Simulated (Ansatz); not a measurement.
**NMR crystallography of AlAs with indium replacing Al: given against relaxed positions**

Start: a supercell of AlAs (zinc blende type, F-43m) built from a structure deposited in the COD, with all atoms left at the host's positions.

```cif
data_Al26InAs27
_symmetry_space_group_name_H-M 'F-43m'
_symmetry_Int_Tables_number 216
_cell_length_a 16.9824
_cell_length_b 16.9824
_cell_length_c 16.9824
_cell_angle_alpha 90.000
_cell_angle_beta 90.000
_cell_angle_gamma 90.000
loop_
_atom_site_label
_atom_site_type_symbol
_atom_site_symmetry_multiplicity
_atom_site_Wyckoff_symbol
_atom_site_fract_x
_atom_site_fract_y
_atom_site_fract_z
In In 4 a 0.0000 0.0000 0.0000
Al2 Al 48 h 0.1667 0.0000 0.1667
Al5 Al 16 e 0.3333 0.8333 0.1667
Al9 Al 16 e 0.6667 0.6667 0.3333
Al15 Al 24 f 0.5000 0.6667 0.5000
As28 As 16 e 0.0833 0.9167 0.0833
As29 As 24 g 0.2500 0.9167 0.2500
As33 As 48 h 0.5833 0.7500 0.4167
As41 As 16 e 0.4167 0.5833 0.4167
As54 As 4 c 0.7500 0.2500 0.7500
```

One atom of each set is listed; the run and its k-mesh use a cell of 54 atoms with edges of 12.01, 12.01, 12.01 Å.

Computed with Ansatz: DFT, PBE, plane waves and PAW, scalar-relativistic, 420 eV cutoff, Γ-centred 2×2×2 k-points, Fermi–Dirac smearing 0.01 eV.

The largest force at the start is 1.8 eV/Å. Relaxing the ions at fixed cell moves them by 0.136 Å at most (atom 28, As) and 0.039 Å rms.

| site | moved (Å) | first shell before | first shell after | V_zz before (10²¹ V/m²) | η before |
| --- | --- | --- | --- | --- | --- |
| In | 0.000 | 4 As at 2.45 Å | 4 As at 2.59 Å | 0.00 | – |
| Al2 | 0.024 | 4 As at 2.45 Å | 4 As at 2.43–2.45 Å | 0.022 | 0.79 |
| As28 | 0.136 | 1 In at 2.45 Å, 3 Al at 2.45 Å | 3 Al at 2.43 Å, 1 In at 2.59 Å | 1.02 | 0.00 |
| As29 | 0.004 | 4 Al at 2.45 Å | 4 Al at 2.44–2.45 Å | -0.17 | 0.16 |
| As33 | 0.000 | 4 Al at 2.45 Å | 4 Al at 2.45 Å | 0.13 | 0.58 |
| As41 | 0.001 | 4 Al at 2.45 Å | 4 Al at 2.45 Å | -0.052 | 0.00 |

Question: What are V_zz and η after the relaxation?

Answer: 

```csv
site,V_zz after,η after,change of V_zz
In,0.00,–,0.00
Al2,-0.21,0.67,–
As28,3.52,0.00,+2.50
As29,-1.48,0.08,-1.31
As33,-0.053,0.53,–
As41,-0.032,0.00,+0.02
```

The largest change of V_zz along a kept axis is on As28, from 1.02 to 3.52. Small gradients that grow severalfold: As29 (-0.17 to -1.48). On As33, Al2 the largest principal value lies along another axis in the second run, so the two V_zz can't be compared directly. Other sites with |V_zz| of 0.02 or less aren't listed.

The defect repeats with the cell of 54 atoms, so it feels its images: sites between two images don't show the values beside a lone defect, and zeros or small values of η there can come from the images' arrangement. Without spin–orbit coupling (the program notes it for In) the gradients are little affected as a rule: paired runs on crystals with a gap mostly move them by under 2 % at such atoms.
Before: The neighbours have not yet relaxed around the defect (largest force 1.8 eV/Å), so a real crystal will differ.
After: The relaxation keeps the site symmetry -43m of the start, so the impurity can't leave its site; a start off the site could end lower.
